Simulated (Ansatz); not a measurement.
# What strain does to CaSe (rocksalt)

CaSe (rocksalt), relaxed with r2SCAN in the plane-wave code Ansatz. The symmetry is Fm-3m (No. 225, cubic); conventional cell a = 5.935 Å, 26.13 Å³ an atom. Ca is surrounded by 6 Se at 2.97 Å; Se is surrounded by 6 Ca at 2.97 Å.

The axes x, y and z are those of this cell:
```
CELL_PARAMETERS angstrom
0.00000 2.96754 2.96754
2.96754 0.00000 2.96754
2.96754 2.96754 0.00000
ATOMIC_POSITIONS crystal
Ca 0.00000 0.00000 0.00000
Se 0.50000 0.50000 0.50000
```

Unstrained: The PBE gap is indirect, 2.057 eV (Γ to X), below the direct gap of 2.980 eV at X. The r2SCAN gap is indirect, 2.518 eV (Γ to X), below the direct gap of 3.458 eV at X. HSE06 gives an indirect gap of 2.999 eV, from Γ to X; the least direct gap is 4.032 eV at X. Meshes: PBE 8×8×8, r2SCAN 8×8×8, HSE06 6×6×6. Strains are changes of length per length. After each strain the atoms were relaxed again with r2SCAN within the symmetry that the strain leaves, so tilts or polar shifts that break it weren't tested; points keep the names that they have in the unstrained zone. Calculated for a static, non-magnetic cell.

Changes of the least gap in eV (an overlap counts as a negative gap):
```json
{"strain": "uniaxial -3.46 % along z", "volume change (%)": "-3.5", "space group": "I4/mmm", "PBE": "-0.115", "r2SCAN": "-0.120", "HSE06": "-0.116", "energy rise, r2SCAN (meV/atom)": "13.0"}
{"strain": "biaxial +2.83 % in x and y, z held", "volume change (%)": "+5.7", "space group": "I4/mmm", "PBE": "+0.108", "r2SCAN": "+0.106", "HSE06": "+0.111", "energy rise, r2SCAN (meV/atom)": "16.1"}
{"strain": "epitaxial -1.18 % in the xy plane, free normal strain +0.40 %", "volume change (%)": "-2.0", "space group": "I4/mmm", "PBE": "-0.051", "r2SCAN": "-0.053", "HSE06": "-0.054", "energy rise, r2SCAN (meV/atom)": "3.0"}
```

Uniaxial -3.46 % along z, other directions held. HSE06: the gap goes from 2.999 to 2.883 eV (-0.116 eV); with r2SCAN the top three valence levels at Γ, degenerate before, become 1+2 from the top over 26 meV. Stress change with r2SCAN, compression positive: xx +0.72, yy +0.72, zz +5.00 GPa.

Biaxial +2.83 % in x and y, z held. HSE06: the gap goes from 2.999 to 3.110 eV (+0.111 eV). Stress change with r2SCAN, compression positive: xx -3.20, yy -3.20, zz -1.08 GPa.

Epitaxial -1.18 % in the xy plane, free normal strain +0.40 %. HSE06: the gap goes from 2.999 to 2.945 eV (-0.054 eV). Stress change with r2SCAN, compression positive: xx +1.65, yy +1.65, zz +0.01 GPa.

The runs are scalar-relativistic, without spin-orbit coupling.

The meshes of the hybrids are coarse, so their gaps aren't converged to the digits shown.

The splittings at Γ are without spin-orbit coupling, which regroups them where it is of like size or larger.
